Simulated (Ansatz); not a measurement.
# Straining BN

These are results of DFT PBE, scalar-relativistic, plane waves, PAW (Ansatz 0.2.0), not measurements. (420 eV cutoff, 12×12×4 k-mesh, Gaussian smearing of 0.02 eV, no spin polarisation)

Reference structure (relaxed):

```xyz
4
Lattice="2.5122 0.0000 0.0000 -1.2561 2.1756 0.0000 0.0000 0.0000 8.3432" Properties=species:S:1:pos:R:3 pbc="T T T"
B     0.0000    1.4504    2.0858
B     1.2561    0.7252    6.2574
N     0.0000    1.4504    6.2574
N     1.2561    0.7252    2.0858
```

Deformation: biaxial strain in the a-b plane, with the length and tilt of c and the atoms relaxed, all within the symmetry that the strain leaves. Energies are extrapolated to zero smearing. Gaps are Kohn–Sham gaps over the whole zone.

```tsv
strain (%)	ΔE (meV/atom)	a (Å)	b (Å)	c (Å)	gap (eV)
-6.0	254.3	2.361	2.361	8.631	4.10
-4.0	107.1	2.412	2.412	8.543	4.22
-2.0	25.4	2.462	2.462	8.490	4.31
+0.0	0.0	2.512	2.512	8.343	4.40
+2.0	22.9	2.562	2.562	8.456	4.40
+4.0	87.3	2.613	2.613	8.430	4.35
+6.0	186.8	2.663	2.663	8.380	4.20
```

Problem. What stiffness (1/V) d²E/dε² at zero strain does a cubic fit over all points give?

Solution. A cubic fit gives (1/V) d²E/dε² = 1724 GPa at zero strain (twice the biaxial modulus).

Problem. How does the free axis c answer a small strain?

Solution. Between the innermost points its strain is -0.10 times the applied one.

Problem. How fast does the gap move with strain on either side?

Solution. 45 meV per percent on the compressed side and 0 meV per percent on the stretched side; it is indirect at -2.0 %, indirect at zero and indirect at +2.0 %.